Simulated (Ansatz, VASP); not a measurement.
**One calculation of GaP, two programs**

The input POSCAR:

```
GaP
1.0
    3.1864352332      0.0000000000      0.0000000000
    0.0000000000      3.1864352332      0.0000000000
    0.0000000000      0.0000000000      3.1864352332
Ga P
1 1
Direct
    0.0000000000      0.0000000000      0.0000000000
    0.5000000000      0.5000000000      0.5000000000
```

INCAR.step1

```
SYSTEM = GaP
ALGO     = Normal         ! electronic algorithm
EDIFF    = 1E-4           ! SCF threshold, eV
ENCUT    = 520            ! plane-wave cutoff, eV
GGA      = PE             ! functional
ISMEAR   = -1             ! smearing method
LASPH    = .True.         ! aspherical terms in the spheres
LCHARG   = .False.        ! write CHGCAR
LREAL    = .False.        ! projectors in reciprocal space
LWAVE    = .True.         ! write WAVECAR
NBANDS   = 16             ! bands
NELM     = 100            ! most SCF steps
PREC     = Accurate       ! precision mode
SIGMA    = 0.02           ! smearing width, eV
```

INCAR.step2

```
SYSTEM = GaP
ALGO     = Normal         ! electronic algorithm
EDIFF    = 1E-6           ! SCF threshold, eV
ENCUT    = 520            ! plane-wave cutoff, eV
ISIF     = 2              ! what is computed and relaxed
ISMEAR   = -1             ! smearing method
ISTART   = 1            
LASPH    = .True.         ! aspherical terms in the spheres
LCHARG   = .True.         ! write CHGCAR
LELF     = .True.         ! ELF
LMIXTAU  = .True.       
LREAL    = .False.        ! projectors in reciprocal space
LVHAR    = .True.       
LWAVE    = .False.        ! write WAVECAR
METAGGA  = R2SCAN         ! meta-GGA
NBANDS   = 16             ! bands
NELM     = 100            ! most SCF steps
PREC     = Accurate       ! precision mode
SIGMA    = 0.02           ! smearing width, eV
```

KPOINTS

```
k-points
0
Gamma
  8 8 8
  0 0 0
```

Input for Ansatz:

```yaml
crystal:
  lattice:
    - [3.1864352332, 0.0, 0.0]
    - [0.0, 3.1864352332, 0.0]
    - [0.0, 0.0, 3.1864352332]
  atoms:
    - { symbol: Ga, position: [0.0, 0.0, 0.0] }
    - { symbol: P, position: [0.5, 0.5, 0.5] }
kpoints:
  mp_grid: { grid: [8, 8, 8] }
  band_path:
    path:
      - [0.0, 0.0, 0.0]
      - [0.0, 0.5, 0.0]
      - [0.5, 0.5, 0.0]
      - [0.5, 0.5, 0.5]
      - [0.0, 0.125, -0.5]
      - [0.5, 0.5, 0.4]
    npoints: 1
hamiltonian:
  xc: r2scan
scf:
  occupations: { method: fermi_dirac, width: 0.02 }
  n_extra_bands: 4
output:
  forces: true
  stress: true
  eigenvalues: true
  write_density: true
  write_potential: true
  elf: true
  volumetric_format: npy
```

Alike in both runs: task single point; functional r2SCAN; k mesh 8 × 8 × 8; occupations fermi-dirac, width 0.02 eV; no spin polarisation.

```csv
,VASP,Ansatz
version,VASP 6.6.1,Ansatz 0.2.0
potentials or method,"VASP PAW PBE potentials, release 64 (Ga_d, P)","plane waves, PAW"
plane-wave cutoff (eV),520,500
valence electrons in the cell,18,18
```

```tsv
	VASP	Ansatz	Ansatz less VASP
pressure (GPa)	-0.2	0.0	+0.19
```

Caveats: the PAW data sets were made with another functional, which shifts forces and pressure a little (VASP).
